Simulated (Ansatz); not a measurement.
# TlBr (CsCl type): how the settings move a single-point run

How sensitive is a single-point run of TlBr (CsCl type) to its settings? A reference run comes first, then two runs with altered input.

Program: Ansatz 0.2.0. Level of theory: reference: DFT, PBE, all-electron LAPW, scalar-relativistic. These are calculated values, not measurements.

2 further runs of the same task are left out: 1 for a known fault of the program, 1 that didn't finish.

## 1. The structure to begin with

It takes space group Pm-3m (No. 221, cubic). The conventional cell has a = 3.216 Å, b = 3.216 Å, c = 3.216 Å, α = 90.00°, β = 90.00°, γ = 90.00°. Tl (site symmetry m-3m) is surrounded by 8 Br at 2.79 Å. Br (site symmetry m-3m) is surrounded by 8 Tl at 2.79 Å.

Structure file:

```cif
data_structure
_symmetry_space_group_name_H-M 'Pm-3m'
_symmetry_Int_Tables_number 221
_cell_length_a 3.2159
_cell_length_b 3.2159
_cell_length_c 3.2159
_cell_angle_alpha 90.000
_cell_angle_beta 90.000
_cell_angle_gamma 90.000
_cell_volume 33.26
loop_
_atom_site_label
_atom_site_type_symbol
_atom_site_symmetry_multiplicity
_atom_site_Wyckoff_symbol
_atom_site_fract_x
_atom_site_fract_y
_atom_site_fract_z
_atom_site_occupancy
Tl1 Tl 1 a 0.00000 0.00000 0.00000 1
Br1 Br 1 b 0.50000 0.50000 0.50000 1
```

## 2. Reference

input.yaml reads:

```yaml
crystal:
  lattice:
    - [3.2159416952, 0.0, 0.0]
    - [0.0, 3.2159416952, 0.0]
    - [0.0, 0.0, 3.2159416952]
  atoms:
    - { symbol: Tl, position: [0.0, 0.0, 0.0] }
    - { symbol: Br, position: [0.5, 0.5, 0.5] }
kpoints:
  mp_grid: { grid: [12, 12, 12] }
scf:
  occupations: { method: fermi_dirac, width: 0.08 }
hamiltonian:
  xc: pbe
  pseudopotentials: { kind: all_electron, lapw: { basis_error: 0.001 } }
output:
  forces: true
  stress: true
  eigenvalues: true
  populations: true
```

On the command line:

```sh
> ansatz run input.yaml --threads 1 --pin off --max-ram 2048MiB --backend cpu --events-out ev --progress --plain --runs-dir out
```

## 3. Changing settings: mp_grid.grid [6, 6, 6], dr2_threshold 1.0e-05

Changes to input.yaml since step 2:

```diff
@@ -9,5 +9,6 @@
 kpoints:
-  mp_grid: { grid: [12, 12, 12] }
+  mp_grid: { grid: [6, 6, 6] }
 scf:
   occupations: { method: fermi_dirac, width: 0.08 }
+  convergence: { dr2_threshold: 1.0e-05 }
 hamiltonian:
```

## 4. Changed: mp_grid.grid [6, 6, 6], mixing.algorithm broyden, mixing.beta 0.9, mixing.ndim 4

Changes to input.yaml since step 2:

```diff
@@ -9,5 +9,6 @@
 kpoints:
-  mp_grid: { grid: [12, 12, 12] }
+  mp_grid: { grid: [6, 6, 6] }
 scf:
   occupations: { method: fermi_dirac, width: 0.08 }
+  mixing: { algorithm: broyden, beta: 0.9, ndim: 4 }
 hamiltonian:
```

Q: Predict the outcome of this session. Wanted: for each run, ending; energy change; pressure; gap; force.

As calculated:

| run | ending | energy change | pressure (GPa) | gap (eV) | force (eV/Å) | cycles | time |
| --- | --- | --- | --- | --- | --- | --- | --- |
| reference | converged | 0 | 76.4 | 0.00 | 0.00 | 10 | 31 s |
| 1: mp_grid.grid [6, 6, 6], dr2_threshold 1.0e-05 | converged | +6.1 meV/atom | 77.0 | 0.00 | 0.00 | 7 | 6.8 s |
| 2: mp_grid.grid [6, 6, 6], mixing.algorithm broyden, mixing.beta 0.9, mixing.ndim 4 | converged | +6.1 meV/atom | 77.0 | 0.00 | 0.00 | 10 | 8.4 s |

Residual by cycle in the longest SCF loop of each run; runs are numbered as in the table. The quantity is the density residual dr2, in eV.

| cycle | reference | run 1 | run 2 |
| --- | --- | --- | --- |
| 1 | 0.16 | 0.171 | 0.171 |
| 2 | 0.0303 | 0.0309 | 0.0033 |
| 3 | 0.0128 | 0.0133 | 0.0128 |
| 4 | 0.00231 | 0.0022 | 0.002 |
| 5 | 7.6e-5 | 7.2e-5 | 3.6e-5 |
| 6 | 3.2e-5 | 3.1e-5 | 1.7e-5 |
| 7 | 1.0e-5 | 9.6e-6 | 8.0e-6 |
| 8 | 1.0e-6 | - | 2.2e-6 |
| 9 | 1.4e-7 | - | 1.8e-7 |
| 10 | 7.5e-9 | - | 3.3e-8 |

What this shows: Of the converged runs whose energies compare with the reference's, «mp_grid.grid [6, 6, 6], dr2_threshold 1.0e-05» moves the energy most (+6.1 meV/atom). The structure is not at rest: the sound run finds 76 GPa, so these are no properties of the relaxed crystal. 
